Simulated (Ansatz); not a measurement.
Crystal: MnO.

```
CELL_PARAMETERS angstrom
0.00000 2.43651 2.43651
2.43651 0.00000 2.43651
2.43651 2.43651 0.00000
ATOMIC_POSITIONS crystal
Mn 0.00000 0.00000 0.00000
O 0.25000 0.25000 0.25000
```

Measurements of this composition are mostly on another form, of space group No. 225.

| Property | Result |
| --- | --- |
| Program | Ansatz 0.2.0 |
| Task | single point |
| Functional | PBE |
| Potentials or basis | Ansatz PAW |
| Cutoff | 420 eV (not typed: the program's choice for these potentials) |
| k mesh | 9 × 9 × 9 |
| Occupations | fermi-dirac, width 0.05 eV |
| Spin | collinear spin, ferromagnetic start |
| Starting moments | [4.0, 0.0] μB |

On this cell: pressure -4.7 GPa; largest force zero by symmetry; net moment 5.00 μB per cell; site moments Mn +4.03; O +0.21 μB; band gap on the k mesh none (metal or under the smearing width).

The same run follows on a disturbed copy (atoms moved at random, drawn with an rms of 0.05 Å):

```xyz
2
Lattice="0.0000 2.4365 2.4365 2.4365 0.0000 2.4365 2.4365 2.4365 0.0000" Properties=species:S:1:pos:R:3 pbc="T T T"
Mn    0.0035    0.0118    0.0065
O     1.2424    1.2444    1.1722
```

What changes?

The energy (extrapolated to zero smearing) moves by +2.8 meV/atom; pressure -4.6 GPa; largest force 0.207 eV/Å; net moment 5.00 μB per cell; site moments Mn +3.97; O +0.20 μB; band gap on the k mesh none (metal or under the smearing width).

Forces in eV/Å, atoms in the order of the input:
```
Mn   0.080  0.063 -0.180
O   -0.080 -0.063  0.180
```

Stress tensor (GPa, compression positive):
```
-4.55  1.10 -0.38
 1.10 -4.53 -0.49
-0.38 -0.49 -4.71
```

Caveats: a cell with one magnetic atom can't hold antiferromagnetic order, which such compounds often take; semilocal functionals often make such compounds metallic where correlation or magnetic order opens a gap, which also shifts bond lengths.
